**Q:** I know how large PBE and BP86 make the unit cell of silicon carbide. Can I tell from that how stiff they make the crystal?

**A:** You can make an estimate if a similar functional has been worked out in full. For BP86 and PBE the table shows only the rest volume V₀, the volume at which the energy is lowest; it stands in the column "how the value is got". For five other functionals it also gives the bulk modulus B, the resistance to uniform squeezing. Volume and modulus come from the same fit of energy against volume, but they are separate results of it; the question is how far one fixes the other.

GPAW 26.7.0 Kohn-Sham DFT calculations for bulk SiC (F-43m, two-atom cell), without spin polarization and with 0.05 eV Fermi-Dirac smearing. Each bulk modulus is taken at the rest volume of a fit to energies at seven volumes, from 94 to 106% of 10.35 Å³/atom. The last column is relative to a measured bulk modulus of 225 GPa.

| program | functional | how the value is got | potentials or basis | wave cutoff (eV) | k-mesh | computed bulk modulus (GPa) | computed over measured, less one (%) |
| --- | --- | --- | --- | --- | --- | --- | --- |
| GPAW 26.7.0 (1) | BP86 | fit, rest volume 10.62 Å³/atom | PAW data sets made by gpaw setup for the functional | 800 | 10x10x10 | ? | ? |
| GPAW 26.7.0 (2) | PBE | fit, rest volume 10.57 Å³/atom | GPAW PAW data sets (gpaw data 1.2.1) | 800 | 10x10x10 | ? | ? |
| GPAW 26.7.0 (3) | PW91 | fit, rest volume 10.55 Å³/atom | PAW data sets made by gpaw setup for the functional | 800 | 10x10x10 | 213.1 | -5.3 |
| GPAW 26.7.0 (4) | vdW-DF-cx | fit, rest volume 10.53 Å³/atom | GPAW PAW data sets (gpaw data 1.2.1) | 800 | 10x10x10 | 215.1 | -4.4 |
| GPAW 26.7.0 (5) | BLYP+D3(BJ) | fit, rest volume 10.30 Å³/atom | PAW data sets made by gpaw setup for the functional | 800 | 10x10x10 | 217.5 | -3.3 |
| GPAW 26.7.0 (6) | PBEsol+D4 | fit, rest volume 10.29 Å³/atom | PAW data sets made by gpaw setup for the functional | 800 | 10x10x10 | 225.2 | 0.1 |
| GPAW 26.7.0 (7) | LDA | fit, rest volume 10.03 Å³/atom | HGH pseudopotentials | 1600 | 10x10x10 | 227.9 | 1.3 |

**Q:** The modulus climbs as the crystal shrinks. Why not draw a straight line through the five known points and read off the other two?

**A:** That line gives about 213 GPa for PBE and 212 GPa for BP86. But it mixes two effects, because each modulus is taken at that functional's own rest volume. A functional decides how long the bonds are, and it also decides how stiff a bond of given length is. Two limiting cases keep these apart.

In the first, a functional differs from PW91 only by a constant outward pressure. The crystal swells until its bonds balance that pressure. Stiffness measures how pressure changes with volume, so a constant pressure drops out, and at equal volume the two crystals are equally stiff. The swollen one is softer only because its bonds are stretched.

In the second, the outward pressure fades as the crystal expands and grows as it is squeezed. Compression then meets additional resistance. The functional with this pressure makes the crystal stiffer at equal volume, even though it also makes it larger.

**Q:** Which case does silicon carbide follow?

**A:** For the two known rows whose rest volumes lie farthest apart, LDA and PW91, the second. At their own rest volumes LDA is 15 GPa stiffer than PW91, but with both brought to 10.35 Å³/atom it is 28 GPa softer. The pressures from the same runs show how this comes about: PW91 pushes outward more than LDA does, by 13 GPa in the smallest cell and by only 10 GPa in the largest. Some of this contrast may come from the potentials: the LDA row uses a different kind, and it rests at a smaller volume than is usual for LDA.

The added D3 and D4 dispersion corrections shift a functional in the direction of LDA. Their attraction pulls the atoms together, and the computed dispersion energies steepen as the cell shrinks. This shortens the bonds but softens the crystal at equal volume. In BLYP+D3 the loss is about 20 GPa at 10.35 Å³/atom, enough to account for the 16 GPa by which it falls below PW91 there. Without it, BLYP would lie only some 4 GPa above PW91 at that volume, far less than the contrast with LDA. BLYP+D3 and PBEsol+D4 are therefore poor guides to a functional without such a correction.

**Q:** And for PBE and BP86?

**A:** I would use the first case. Both are gradient-corrected functionals like PW91, without added dispersion, and their rest volumes lie close to its own. So small a shift in volume needs only a small extra pressure, and the fading of a small pressure should add little stiffness. That they share the PW91 curve is an argument from similarity, which the hidden values can test.

The PW91 run gives the slope of that curve, B′ = 3.9: one per cent more volume costs about 3.9% of the stiffness. The estimate is then

B = B(PW91) × [V₀(PW91) / V₀]^B′

For BP86, with the PW91 volume taken to one more digit, this is 213.1 × (10.548 / 10.62)^3.9 = 207.5 GPa. The same step gives 211.4 GPa for PBE.

**Q:** How far do you trust it?

**A:** The known rows show how the estimate goes wrong. It meets vdW-DF-cx, a close neighbour in volume, to within 1 GPa. That functional has dispersion built in and ran on the standard PAW data sets, so the match is a weaker check than it looks. The estimate overshoots BLYP+D3 by 16 GPa. I take that overshoot, the worst per unit of volume, scale it down to the distance from PW91, and combine it with an assumed 1.5 GPa of numerical noise as the root of the summed squares.

The forecasts are:

- **PBE:** 211.4 ± 2 GPa, slightly softer than PW91 and about 6% below the measured value.
- **BP86:** 207.5 ± 5 GPa, the softest of all seven and about 8% below the measured value.

BP86 is the better test, because there the straight line lies 4.5 GPa higher. My range still just includes the line's value.

The withheld rows as computed:

| program | functional | how the value is got | potentials or basis | wave cutoff (eV) | k-mesh | computed bulk modulus (GPa) | computed over measured, less one (%) |
| --- | --- | --- | --- | --- | --- | --- | --- |
| GPAW 26.7.0 (1) | BP86 | fit, rest volume 10.62 Å³/atom | PAW data sets made by gpaw setup for the functional | 800 | 10x10x10 | 208.4 | -7.4 |
| GPAW 26.7.0 (2) | PBE | fit, rest volume 10.57 Å³/atom | GPAW PAW data sets (gpaw data 1.2.1) | 800 | 10x10x10 | 211.9 | -5.8 |

**Q:** Both are inside your ranges. Does that settle it in favour of the shared curve?

**A:** It supports it, with unequal weight. The ranking is no test, since the table lists its rows in order of modulus; only the sizes count. PBE came out at 211.9 GPa, 0.5 GPa above the forecast, but it lies so near PW91 that simply copying the PW91 value would have missed by only 1.2 GPa. BP86 came out at 208.4 GPa, which is 0.9 GPa above the forecast. Both misses are smaller than the noise I allowed for, but the pressures of the runs point to a small common cause. BP86 pushes outward more than PW91 by 1.64 GPa in the smallest cell and by 1.46 GPa in the largest, and PBE shows the same fading on a smaller scale, though its different PAW data sets may contribute to so small an effect. This is the second case in miniature: it makes both functionals slightly stiffer than the PW91 curve.

The straight line misses BP86 by 3.6 GPa. That is more than the noise, but close to the line's usual error when one of its own five points is left out. One row therefore favours the shared curve without ruling out the line. The printed output after this exchange gives both estimates for the two withheld rows.

**Q:** Would the functionals agree better if I computed them all at one fixed volume?

**A:** Those that rest at nearly the same volume as PW91 would. At 10.35 Å³/atom, PW91, PBE, BP86 and vdW-DF-cx all come within about 2 GPa of each other, near 230 GPa; for PBE and BP86 this conversion borrows the slope of PW91. The whole set, however, spreads out. Its range is 227.9 − 208.4 = 19.5 GPa at the separate rest volumes and 230.8 − 201.7 = 29.1 GPa at the common one.

At the rest volumes two differences partly cancel. LDA has the short bonds that raise its modulus and the softer response that lowers it. Fixing the volume removes the first and leaves the second exposed.

**Q:** Then LDA, only 1.3% above experiment, is not the one to trust?

**A:** Not on that evidence. Its modulus is high because its bonds are short, and at equal volume this run is the softest of the seven, perhaps partly because of its different potentials. The measured 225 GPa is also a single quoted value, and it includes the softening by heat and zero-point motion, which these calculations leave out. A fair reference for them would lie somewhat higher, so PBE and BP86 would fall further short of it.

When two calculated moduli disagree, compare the rest volumes first. If the functionals are close relatives, expect the larger crystal to be softer by about four times the relative difference in volume. If what remains is more than a few GPa, the functionals or their potentials differ in how they respond to squeezing, and a correction for volume will not remove it.

The analysis program printed:

```
Forecast for PBE from the PW91 curve (GPa): 211.4
Error bar for PBE (GPa): 2.083
Forecast for BP86 from the PW91 curve (GPa): 207.5
Error bar for BP86 (GPa): 4.975
Forecast error against the measured 225 GPa, PBE (%): -6.053
Forecast error against the measured 225 GPa, BP86 (%): -7.769
Effect of rounding the rest volume by 0.005 A^3/atom (GPa): 0.3945
Curve of PW91 against computed values:
              row  rest volume A^3/atom  PW91 curve GPa  computed GPa  miss GPa  B at 10.35 A^3/atom GPa
  GPAW 26.7.0 (1)                 10.62           207.5         208.4   -0.8799                    230.8
  GPAW 26.7.0 (2)                 10.57           211.4         211.9   -0.5199                    230.4
  GPAW 26.7.0 (3)                 10.55           213.1         213.1         0                    229.8
  GPAW 26.7.0 (4)                 10.53           214.8         215.1   -0.3422                    230.5
  GPAW 26.7.0 (5)                  10.3           233.9         217.5     16.39                    213.7
  GPAW 26.7.0 (6)                 10.29           234.8         225.2      9.56                    220.3
  GPAW 26.7.0 (7)                 10.03           259.8         227.9     31.91                    201.7
fit of y on 5 rows: constant 505.1 +/- 76, coefficient of V0 -27.6 +/- 7.3; rms 2.42, worst GPAW 26.7.0 (6) -4.11, leave-one-out rms 3.2
  rows outside the fit (model, value, miss): GPAW 26.7.0 (1) 212, 208.4, 3.58; GPAW 26.7.0 (2) 213.4, 211.9, 1.46
Straight line less PW91 curve for BP86 (GPa): 4.462
Computed softening from PW91 to PBE (GPa): 1.2
Computed softening from PW91 to BP86 (GPa): 4.7
Computed error against measurement, PBE (%): -5.8
Computed error against measurement, BP86 (%): -7.4
LDA less PW91, each at its own rest volume (GPa): 14.8
LDA less PW91, both at 10.35 A^3/atom (GPa): -28.09
Power of volume linking PW91 and LDA at their rest volumes: 1.323
Extra pressure of PW91 over LDA at 9.73 A^3/atom (GPa): 13.16
Extra pressure of PW91 over LDA at 10.97 A^3/atom (GPa): 9.694
Stiffness from the fading extra pressure at 10.35 A^3/atom (GPa): 28.5
```
